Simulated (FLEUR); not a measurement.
# CdTe (F-43m) in FLEUR: a series of runs

One crystal, CdTe, is run at these levels: PBE; tasks: band structure, equation of state.

Everything below comes from runs of FLEUR MaX-R8.1 (later development tree). Logs are shortened: lines on timing, memory, paths and dates and some standing lists are left out, and cuts for length are marked.

**Measured values to compare with.**

From a printed reference work, data compilation, for a bulk crystal of CdTe at 0 K: band gap 1.607 eV.

How close the calculation comes is told below.

### Step 1. Starting point

It takes space group F-43m (No. 216, cubic). The conventional cell has a = 6.410 Å, b = 6.410 Å, c = 6.410 Å, α = 90.00°, β = 90.00°, γ = 90.00°. Around Te (site symmetry -43m) lie 4 Cd at 2.78 Å. Cd (site symmetry -43m) is surrounded by 4 Te at 2.78 Å.

### Step 2. Band structure, PBE

Input file inp.xml:

```xml
<?xml version="1.0" encoding="UTF-8" standalone="no"?>
<fleurInput fleurInputVersion="0.39">
   <comment>
      CdTe                                                                                                
   </comment>
   <calculationSetup>
      <cutoffs Kmax="5.0" Gmax="25.0" GmaxXC="25.0" numbands="0"/>
      <scfLoop itmax="60" minDistance="0.00001" maxIterBroyd="15" imix="Anderson" alpha="0.05" precondParam="0.0" spinf="2.0" sdNocoIR="T"/>
      <coreElectrons ctail="T" frcor="F" kcrel="0" coretail_lmax="0"/>
      <xcFunctional name="pbe" relativisticCorrections="F"/>
      <magnetism jspins="1"/>
      <soc l_soc="F" theta="0.0" phi="0.0" spav="F"/>
      <expertModes spex="0" secvar="F"/>
      <geometryOptimization l_f="F" forcealpha="1.0" forcemix="BFGS" epsdisp="0.00001" epsforce="0.00001"/>
      <ldaU l_linMix="F" mixParam="0.05" spinf="1.0"/>
   </calculationSetup>
   <cell>
      <bzIntegration valenceElectrons="42.0" mode="hist" fermiSmearingEnergy="0.00183747">
         <kPointListSelection listName="default-1"/>
         <!-- k-points included here -->
         <xi:include xmlns:xi="http://www.w3.org/2001/XInclude" href="kpts.xml"> </xi:include>
      </bzIntegration>
      <!-- symmetry operations included here -->
      <xi:include xmlns:xi="http://www.w3.org/2001/XInclude" href="sym.xml"> </xi:include>
      <bulkLattice scale="1.0">
         <bravaisMatrix>
            <row-1>    0.0000000000000000     6.0565722293429998     6.0565722293429998</row-1>
[... 31 lines left out ...]
         <lo type="SCLO" l="0" n="4" eDeriv="0"/>
         <lo type="SCLO" l="1" n="4" eDeriv="0"/>
         <lo type="SCLO" l="1" n="4" eDeriv="1"/>
         <lo type="SCLO" l="2" n="4" eDeriv="2"/>
         <lo type="SCLO" l="3" n="4" eDeriv="2"/>
      </species>
   </atomSpecies>
   <atomGroups>
      <atomGroup species="Tellurium (Te)">
         <relPos label="                   1">-1.000/4.000 -1.000/4.000 -1.000/4.000</relPos>
         <force calculate="T" relaxXYZ="TTT"/>
      </atomGroup>
      <atomGroup species="Cadmium (Cd)">
         <relPos label="                   2">.0000000000 .0000000000 .0000000000</relPos>
         <force calculate="T" relaxXYZ="TTT"/>
      </atomGroup>
   </atomGroups>
   <output dos="F" band="F" slice="F">
      <checks vchk="F" cdinf="F"/>
      <bandDOS minEnergy="-.5*Htr" maxEnergy="0.5*Htr" sigma="0.015" storeEVData="T"/>
      <vacuumDOS vacdos="F" integ="F" star="F" nstars="0" locx1="0.0" locy1="0.0" locx2="0.0" locy2="0.0" nstm="0" tworkf="0.0"/>
      <unfoldingBand unfoldBand="F" supercellX="1" supercellY="1" supercellZ="1"/>
      <plotting iplot="0" polar="F">
         <plot TwoD="T" vec1="  1.0  0.0  0.0" vec2="  0.0  1.0  0.0" vec3="  0.0  0.0  1.0" zero="  0.0  0.0  0.0" file="plot"/>
      </plotting>
      <chargeDensitySlicing numkpt="0" minEigenval="0.0" maxEigenval="0.0" nnne="0" pallst="F"/>
      <specialOutput eonly="F"/>
      <moessbauerParams electricFieldGradient="T" isomerShift="T" coreHyperfine="T" valenceHyperfine="T"/>
      <magneticCircularDichroism mcd="F" energyLo="-10.0" energyUp="0.0"/>
   </output>
  <!-- We include the file relax.xml here to enable relaxations (see documentation) -->
  <xi:include xmlns:xi="http://www.w3.org/2001/XInclude" href="relax.xml"> <xi:fallback/> </xi:include>
</fleurInput>
```

Input file crystal.txt:

```
CdTe
&input cartesian=F /
0.0000000000  3.2050000000  3.2050000000
3.2050000000  0.0000000000  3.2050000000
3.2050000000  3.2050000000  0.0000000000
1.8897261246
1.0 1.0 1.0

2
52 0.7500000000  0.7500000000  0.7500000000
48 0.0000000000  0.0000000000  0.0000000000

&kpt div1=7 div2=7 div3=7 gamma=T /
```

Input file inp.xml (bands):

```
<?xml version="1.0" encoding="UTF-8" standalone="no"?>
<fleurInput fleurInputVersion="0.39">
   <comment>
      CdTe                                                                                                
   </comment>
   <calculationSetup>
      <cutoffs Kmax="5.0" Gmax="25.0" GmaxXC="25.0" numbands="0"/>
      <scfLoop itmax="60" minDistance="0.00001" maxIterBroyd="15" imix="Anderson" alpha="0.05" precondParam="0.0" spinf="2.0" sdNocoIR="T"/>
      <coreElectrons ctail="T" frcor="F" kcrel="0" coretail_lmax="0"/>
      <xcFunctional name="pbe" relativisticCorrections="F"/>
      <magnetism jspins="1"/>
      <soc l_soc="F" theta="0.0" phi="0.0" spav="F"/>
      <expertModes spex="0" secvar="F"/>
      <geometryOptimization l_f="F" forcealpha="1.0" forcemix="BFGS" epsdisp="0.00001" epsforce="0.00001"/>
      <ldaU l_linMix="F" mixParam="0.05" spinf="1.0"/>
   </calculationSetup>
   <cell>
      <bzIntegration valenceElectrons="42.0" mode="hist" fermiSmearingEnergy="0.00183747">
         <kPointListSelection listName="path-1"/>
         <!-- k-points included here -->
         <xi:include xmlns:xi="http://www.w3.org/2001/XInclude" href="kpts.xml"> </xi:include>
      </bzIntegration>
      <!-- symmetry operations included here -->
      <xi:include xmlns:xi="http://www.w3.org/2001/XInclude" href="sym.xml"> </xi:include>
      <bulkLattice scale="1.0">
         <bravaisMatrix>
[... 32 lines left out ...]
         <lo type="SCLO" l="0" n="4" eDeriv="0"/>
         <lo type="SCLO" l="1" n="4" eDeriv="0"/>
         <lo type="SCLO" l="1" n="4" eDeriv="1"/>
         <lo type="SCLO" l="2" n="4" eDeriv="2"/>
         <lo type="SCLO" l="3" n="4" eDeriv="2"/>
      </species>
   </atomSpecies>
   <atomGroups>
      <atomGroup species="Tellurium (Te)">
         <relPos label="                   1">-1.000/4.000 -1.000/4.000 -1.000/4.000</relPos>
         <force calculate="T" relaxXYZ="TTT"/>
      </atomGroup>
      <atomGroup species="Cadmium (Cd)">
         <relPos label="                   2">.0000000000 .0000000000 .0000000000</relPos>
         <force calculate="T" relaxXYZ="TTT"/>
      </atomGroup>
   </atomGroups>
   <output dos="F" band="T" slice="F">
      <checks vchk="F" cdinf="F"/>
      <bandDOS minEnergy="-.5*Htr" maxEnergy="0.5*Htr" sigma="0.015" storeEVData="T"/>
      <vacuumDOS vacdos="F" integ="F" star="F" nstars="0" locx1="0.0" locy1="0.0" locx2="0.0" locy2="0.0" nstm="0" tworkf="0.0"/>
      <unfoldingBand unfoldBand="F" supercellX="1" supercellY="1" supercellZ="1"/>
      <plotting iplot="0" polar="F">
         <plot TwoD="T" vec1="  1.0  0.0  0.0" vec2="  0.0  1.0  0.0" vec3="  0.0  0.0  1.0" zero="  0.0  0.0  0.0" file="plot"/>
      </plotting>
      <chargeDensitySlicing numkpt="0" minEigenval="0.0" maxEigenval="0.0" nnne="0" pallst="F"/>
      <specialOutput eonly="F"/>
      <moessbauerParams electricFieldGradient="T" isomerShift="T" coreHyperfine="T" valenceHyperfine="T"/>
      <magneticCircularDichroism mcd="F" energyLo="-10.0" energyUp="0.0"/>
   </output>
  <!-- We include the file relax.xml here to enable relaxations (see documentation) -->
  <xi:include xmlns:xi="http://www.w3.org/2001/XInclude" href="relax.xml"> <xi:fallback/> </xi:include>
</fleurInput>
```

Potentials or basis: all-electron, FLAPW.

The run is started by

```console
$ inpgen -f crystal.txt -profile precise
$ # inp.xml edited to the form shown
$ fleur_MPI
$ fleur_MPI   # second run, on inp.xml (bands)
```

The program printed:

```text
Welcome to FLEUR        (www.flapw.de)
      MaX-Release 8.1          (www.max-centre.eu)

 ========== k-point set info ==========
 Selected k-point list: default-1
 k-point list type: mesh
 7 x 7 x 7
 Number of k points: 20

 ------------Calculation Setup---------------------------
 Number of MPI-tasks      :            1
 Number of PE/node        :            1
 Number of OMP-threads    :            1
 Most efficient MPI parallelization for:
           1           2           4           5          10          20
 Additional eigenvalue parallelization possible
 Number of basis functions:         1036
 Approximate size of matrices (H+S) per k-point:         0.032 GB
 --------------------------------------------------------
 Iteration:     1   Distance:       5.64707026 me/bohr^3
 Iteration:     2   Distance:       5.20892506 me/bohr^3
 Iteration:     3   Distance:       3.13464048 me/bohr^3
 Iteration:     4   Distance:       0.98049038 me/bohr^3
 Iteration:     5   Distance:       0.69435761 me/bohr^3
 Iteration:     6   Distance:       0.15839957 me/bohr^3
 Iteration:     7   Distance:       0.11346055 me/bohr^3
 Iteration:     8   Distance:       0.03909977 me/bohr^3
 Iteration:     9   Distance:       0.01037642 me/bohr^3
 Iteration:    10   Distance:       0.00455344 me/bohr^3
 Iteration:    11   Distance:       0.00044627 me/bohr^3
 Iteration:    12   Distance:       0.00040947 me/bohr^3
 Iteration:    13   Distance:       0.00004460 me/bohr^3
 Iteration:    14   Distance:       0.00003719 me/bohr^3
 Iteration:    15   Distance:       0.00000907 me/bohr^3

 ********************************************************************
 Run finished successfully
 Stop message:
   all done
 ********************************************************************
```

output (bands):

```text
Welcome to FLEUR        (www.flapw.de)
      MaX-Release 8.1          (www.max-centre.eu)

 ========== k-point set info ==========
 Selected k-point list: path-1
 k-point list type: path
 Number of k points: 60

 ------------Calculation Setup---------------------------
 Number of MPI-tasks      :            1
 Number of PE/node        :            1
 Number of OMP-threads    :            1
 Most efficient MPI parallelization for:
           1           2           3           4           5           6          10          12          15          20          30          60
 Additional eigenvalue parallelization possible
 Number of basis functions:         1044
 Approximate size of matrices (H+S) per k-point:         0.032 GB
 --------------------------------------------------------
 Fermi energy correction for insulators:
 No automatic correction of the Fermi energy has been performed.

 Note: Band structure data (together with different weights) is also stored in the banddos.hdf file.
       A convenient way of extracting and plotting the data from that file is by making use of the

 ********************************************************************
 Run finished successfully
 Stop message:
   Charge density postprocessing done.
 ********************************************************************
```

out.xml (last iteration):

```text
<iteration numberForCurrentRun="   15" overallNumber="   15">
         <energyParameters units="Htr">
            <atomicEP atomType="1" spin="1" branch="5s" branchLowest="-5.64" branchHighest="0.76" value="-0.2643323401"/>
            <atomicEP atomType="1" spin="1" branch="5p" branchLowest="-3.80" branchHighest="1.54" value="-0.0191490630"/>
            <atomicEP atomType="1" spin="1" branch="5d" branchLowest="-1.09" branchHighest="2.89" value="0.1874214752"/>
            <atomicEP atomType="1" spin="1" branch="4f" branchLowest="-9.99" branchHighest="1.70" value="0.3403688317"/>
            <loAtomicEP atomType="1" spin="1" branch="4p" branchLowest="-29.12" branchHighest="-3.80" value="-3.8178245441"/>
            <loAtomicEP atomType="1" spin="1" branch="4p" branchLowest="-29.12" branchHighest="-3.80" value="-3.8178245441"/>
            <loAtomicEP atomType="1" spin="1" branch="4d" branchLowest="-20.17" branchHighest="-1.09" value="-1.1338942646"/>
            <loAtomicEP atomType="1" spin="1" branch="4d" branchLowest="-20.17" branchHighest="-1.09" value="-1.1338942646"/>
            <loAtomicEP atomType="1" spin="1" branch="5s" branchLowest="-5.64" branchHighest="0.76" value="-0.2643323401"/>
            <loAtomicEP atomType="1" spin="1" branch="4f" branchLowest="-9.99" branchHighest="1.70" value="0.3403710375"/>
            <atomicEP atomType="2" spin="1" branch="5s" branchLowest="-3.56" branchHighest="1.13" value="0.0584014852"/>
            <atomicEP atomType="2" spin="1" branch="5p" branchLowest="-2.13" branchHighest="1.77" value="0.2212807700"/>
            <atomicEP atomType="2" spin="1" branch="4d" branchLowest="-14.13" branchHighest="-0.02" value="-0.1003220750"/>
            <atomicEP atomType="2" spin="1" branch="4f" branchLowest="-9.99" branchHighest="2.05" value="0.5388017584"/>
            <loAtomicEP atomType="2" spin="1" branch="4s" branchLowest="-26.63" branchHighest="-3.56" value="-3.5657876872"/>
            <loAtomicEP atomType="2" spin="1" branch="4p" branchLowest="-21.75" branchHighest="-2.13" value="-2.1406240440"/>
            <loAtomicEP atomType="2" spin="1" branch="4p" branchLowest="-21.75" branchHighest="-2.13" value="-2.1406240440"/>
            <loAtomicEP atomType="2" spin="1" branch="4d" branchLowest="-14.13" branchHighest="-0.02" value="-0.1087147937"/>
            <loAtomicEP atomType="2" spin="1" branch="4f" branchLowest="-9.99" branchHighest="2.05" value="0.5388037879"/>
         </energyParameters>
         <eigenvalues>
            <eigenvaluesAt spin="1" ikpt="1" k_x="0.00000000" k_y="0.00000000" k_z="0.00000000">
                      -3.8062467217       -3.8062467217       -3.8062467217       -3.5657857802       -2.1345264431
                      -2.1345264431       -2.1345264431       -1.1364422397       -1.1364422397       -1.1364422397
                      -1.1360985032       -1.1360985032       -0.2273570413       -0.1182963223       -0.1182963223
                      -0.1182963223       -0.1077958981       -0.1077958981        0.1904453473        0.1904453473
                       0.1904453473        0.2224574046        0.3593456122        0.3593456122        0.3593456122
                       0.4661658310        0.5408607973        0.5408607973        0.5605559246        0.5605559246
                       0.5605559246        0.6542895672        0.8880148662
            </eigenvaluesAt>
            <eigenvaluesAt spin="1" ikpt="2" k_x="0.00000000" k_y="0.00000000" k_z="0.14285714">
                      -3.8062466830       -3.8062466830       -3.8062466317       -3.5657857536       -2.1345271044
                      -2.1345265338       -2.1345265338       -1.1364426695       -1.1364396936       -1.1364396936
[... 63 lines left out ...]
         <moessbauerParams unitsHFF="kG" unitsIS="e/bohr^3" unitsEFG="Htr/bohr^2">
            <coreIsomerShift atomType="1" isTotal="232178.82292">
               <shell n="1" l="0" isomerShift="201660.69944"/>
               <shell n="2" l="0" isomerShift="24008.84580"/>
               <shell n="2" l="1" isomerShift="632.51175"/>
               <shell n="3" l="0" isomerShift="4745.14933"/>
               <shell n="3" l="1" isomerShift="135.56145"/>
               <shell n="4" l="0" isomerShift="996.05513"/>
               <shell n="3" l="2" isomerShift="0.00003"/>
            </coreIsomerShift>
            <coreIsomerShift atomType="2" isTotal="161533.81196">
               <shell n="1" l="0" isomerShift="141645.53573"/>
               <shell n="2" l="0" isomerShift="16340.74985"/>
               <shell n="2" l="1" isomerShift="358.47841"/>
               <shell n="3" l="0" isomerShift="3115.60209"/>
               <shell n="3" l="1" isomerShift="73.44586"/>
               <shell n="3" l="2" isomerShift="0.00001"/>
            </coreIsomerShift>
            <isomerShift atomType="1" nucleusRadius="0.0001189" averageDensity="232292.11932"/>
            <isomerShift atomType="2" nucleusRadius="0.0001140" averageDensity="162161.02790"/>
            <electricFieldGradient atomType="1" VXX="0.00000" VYY="0.00000" VZZ="0.00000" asymParam="0.00000">
            </electricFieldGradient>
            <electricFieldGradient atomType="2" VXX="0.00000" VYY="0.00000" VZZ="0.00000" asymParam="0.00000">
            </electricFieldGradient>
         </moessbauerParams>
         <totalEnergy                                    value="   -12392.8959426092" units="Htr">
            <sumOfEigenvalues                            value="    -7488.1307628291">
               <coreElectrons value="-7433.1210607499"/>
               <valenceElectrons value="-55.0097020792"/>
            </sumOfEigenvalues>
            <densityCoulombPotentialIntegral value="-20110.4262334156"/>
            <densityEffectivePotentialIntegral value="-20542.3386330166"/>
            <chargeDenXCDenIntegral value="-330.9619211083"/>
            <FockExchangeEnergyValence value="0.0000000000"/>
            <FockExchangeEnergyCore value="0.0000000000"/>
            <atomTypeDependentContributions atomType="1">
               <electronNucleiInteractionDifferentMTs value="8230.5684438626"/>
               <MadelungTerm value="-34.3717606420"/>
            </atomTypeDependentContributions>
            <atomTypeDependentContributions atomType="2">
               <electronNucleiInteractionDifferentMTs value="6778.4096893764"/>
               <MadelungTerm value="-17.5788810995"/>
            </atomTypeDependentContributions>
            <tkbTimesEntropy value="0.0000000000"/>
            <freeEnergy value="-12392.8959426092"/>
            <extrapolationTo0K value="-12392.8959426092"/>
         </totalEnergy>
         <densityConvergence units="me/bohr^3">
            <chargeDensity spin="1" distance="0.0000090683"/>
         </densityConvergence>
      </iteration>
```

Wall time 7 min (1 thread of Arm Neoverse V1, shared host); peak memory 0.19 GiB.

Results:

```
Free energy                                           : -337227.8782 eV
Band gap on the k mesh                                : 0.87 eV, direct
Band gap along the path                               : 0.87 eV, direct
Valence electrons inside the program's atomic spheres : Te 19.08; Cd 18.61 (radii Te 2.3, Cd 2.56 bohr)
```

Levels at the corners of the path, in eV from the valence-band top:
```
point  band 19  band 20  band 21  band 22  band 23  band 24
    Γ     0.00     0.00     0.00     0.87     4.60     4.60
    X    -4.46    -1.98    -1.98     2.54     2.67     9.00
    W    -4.34    -2.45    -2.33     4.37     4.68     5.61
    K    -4.36    -2.70    -1.64     2.88     4.57     7.42
    Γ     0.00     0.00     0.00     0.87     4.60     4.60
    L    -4.61    -0.82    -0.82     1.86     5.20     5.20
    U    -4.36    -2.70    -1.64     2.88     4.57     7.42
    W    -4.34    -2.45    -2.33     4.37     4.68     5.61
    L    -4.61    -0.82    -0.82     1.86     5.20     5.20
    K    -4.36    -2.70    -1.64     2.88     4.57     7.42
    U    -4.36    -2.70    -1.64     2.88     4.57     7.42
    X    -4.46    -1.98    -1.98     2.54     2.67     9.00
```

Core levels (eV from the Fermi level):
```csv
atom,levels
1 Te,"1s1/2 -31602.1, 2s1/2 -4840.1, 2p1/2 -4534.4, 2p3/2 -4259.9, 3s1/2 -958.9, 3p1/2 -833.2, 3p3/2 -782.0, 4s1/2 -158.7, 3d3/2 -560.4, 3d5/2 -549.7"
2 Cd,"1s1/2 -26506.3, 2s1/2 -3931.0, 2p1/2 -3659.3, 2p3/2 -3466.8, 3s1/2 -729.8, 3p1/2 -620.9, 3p3/2 -586.5, 3d3/2 -393.8, 3d5/2 -386.8"
```

Caveat: spin-orbit coupling is left out, which moves the levels of the heavy elements.

### Step 3. Equation of state, PBE, 30.95 Å³/atom (volume scaled by 0.94)

Changes to inp.xml since step 2:

```diff
@@ -24,3 +24,3 @@
       <xi:include xmlns:xi="http://www.w3.org/2001/XInclude" href="sym.xml"> </xi:include>
-      <bulkLattice scale="1.0">
+      <bulkLattice scale="0.9795861087">
          <bravaisMatrix>
@@ -34,3 +34,3 @@
       <species name="Tellurium (Te)" element="Te" atomicNumber="52">
-         <mtSphere radius="2.3" gridPoints="761" logIncrement="0.017"/>
+         <mtSphere radius="2.23" gridPoints="761" logIncrement="0.017"/>
          <atomicCutoffs lmax="12" lnonsphr="8"/>
@@ -51,3 +51,3 @@
       <species name="Cadmium (Cd)" element="Cd" atomicNumber="48">
-         <mtSphere radius="2.56" gridPoints="847" logIncrement="0.015"/>
+         <mtSphere radius="2.48" gridPoints="847" logIncrement="0.015"/>
          <atomicCutoffs lmax="13" lnonsphr="8"/>
```

Potentials or basis: all-electron, FLAPW.

The run is started by

```console
$ inpgen -f crystal.txt -profile precise
$ # inp.xml edited to the form shown
$ fleur_MPI
```

Run time: 5.4 min. Hardware: 1 thread of Arm Neoverse V1, shared host; peak memory 0.19 GiB.

Results (log left out):

```
Free energy                                           : -337227.7278 eV
Band gap on the k mesh                                : 1.06 eV, direct
Valence electrons inside the program's atomic spheres : Te 18.86; Cd 18.49 (radii Te 2.23, Cd 2.48 bohr)
```

Caveat: spin-orbit coupling is left out, which moves the levels of the heavy elements.

### Step 4. Equation of state, PBE, 31.60 Å³/atom (volume scaled by 0.96)

Changes to inp.xml since step 3:

```diff
@@ -24,3 +24,3 @@
       <xi:include xmlns:xi="http://www.w3.org/2001/XInclude" href="sym.xml"> </xi:include>
-      <bulkLattice scale="0.9795861087">
+      <bulkLattice scale="0.9864848297">
          <bravaisMatrix>
```

The run is started by

```console
$ inpgen -f crystal.txt -profile precise
$ # inp.xml edited to the form shown
$ fleur_MPI
```

It took 5.6 min on 1 thread of Arm Neoverse V1, shared host; peak memory 0.19 GiB.

Results (log left out):

| Property | Result |
| --- | --- |
| Free energy | -337227.7886 eV |
| Band gap on the k mesh | 1.00 eV, direct |
| Valence electrons inside the program's atomic spheres | Te 18.85; Cd 18.47 (radii Te 2.23, Cd 2.48 bohr) |

Caveat: spin-orbit coupling is left out, which moves the levels of the heavy elements.

[end of part 1 of 2]
